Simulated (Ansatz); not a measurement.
# Ru: which structure wins, without relativity

Aim: relax Ru in several structures (bcc, hcp) and rank them by energy, without relativity. Methods of the runs shown: PAW and LAPW.

Method: DFT PBE, with the methods named in each step, in Ansatz 0.2.0.

## Step 1: Starting point

The structure is cubic, space group Im-3m (No. 229). Conventional cell: a = 3.020 Å, b = 3.020 Å, c = 3.020 Å, α = 90.00°, β = 90.00°, γ = 90.00°. Around Ru (site symmetry m-3m) lie 8 Ru at 2.62 Å.

Coordinates:

```cif
data_structure
_symmetry_space_group_name_H-M 'Im-3m'
_symmetry_Int_Tables_number 229
_cell_length_a 3.0197
_cell_length_b 3.0197
_cell_length_c 3.0197
_cell_angle_alpha 90.000
_cell_angle_beta 90.000
_cell_angle_gamma 90.000
_cell_volume 27.54
loop_
_atom_site_label
_atom_site_type_symbol
_atom_site_symmetry_multiplicity
_atom_site_Wyckoff_symbol
_atom_site_fract_x
_atom_site_fract_y
_atom_site_fract_z
_atom_site_occupancy
Ru1 Ru 2 a 0.00000 0.00000 0.00000 1
```

The file gives the conventional cell by its symmetry; the runs use the cell typed in the input.

The PAW steps are scalar-relativistic and only prepare the cells; LAPW drops relativity.

## Step 2: Bcc relaxed, PAW

File input.yaml:

```yaml
crystal:
  lattice:
    - [-1.5098609582, 1.5098609582, 1.5098609582]
    - [1.5098609582, -1.5098609582, 1.5098609582]
    - [1.5098609582, 1.5098609582, -1.5098609582]
  atoms:
    - { symbol: Ru, position: [0.0, 0.0, 0.0] }
kpoints:
  mp_grid: { grid: [19, 19, 19] }
scf:
  occupations: { method: fermi_dirac, width: 0.05 }
hamiltonian:
  xc: pbe
  pseudopotentials: { kind: paw }
output:
  forces: true
  stress: true
  write_density: true
  write_potential: true
  elf: true
  volumetric_format: npy
relax:
  f_tol: 0.005
  max_steps: 40
  cell: {}
```

Command:

```bash
> ansatz run input.yaml --threads 1 --pin off --max-ram 3072MiB --backend cpu --events-out ev --progress --plain --runs-dir out
```

Further steps of the session: Bcc relaxed, LAPW; Hcp relaxed, PAW; Hcp relaxed, LAPW.

**Question.** What will these runs give? Wanted: lowest (for each run or level that gives them).

The runs gave:

```
     quantity                          value
lowest (LAPW)  hcp, 551.0 meV/atom under bcc
 lowest (PAW)  hcp, 621.3 meV/atom under bcc
```

**Reading.** By LAPW the order is hcp < bcc. By PAW the order is hcp < bcc. Only LAPW drops relativity: the PAW files are scalar-relativistic and give the starting cells, so the two sets of rows differ by relativity and by the method's own errors together. Only these structures were tried, with electrons smeared by 0.05 eV and without vibrations, so the true ground state may be another. The k meshes differ between phases and weren't tested, which can move differences by some meV.
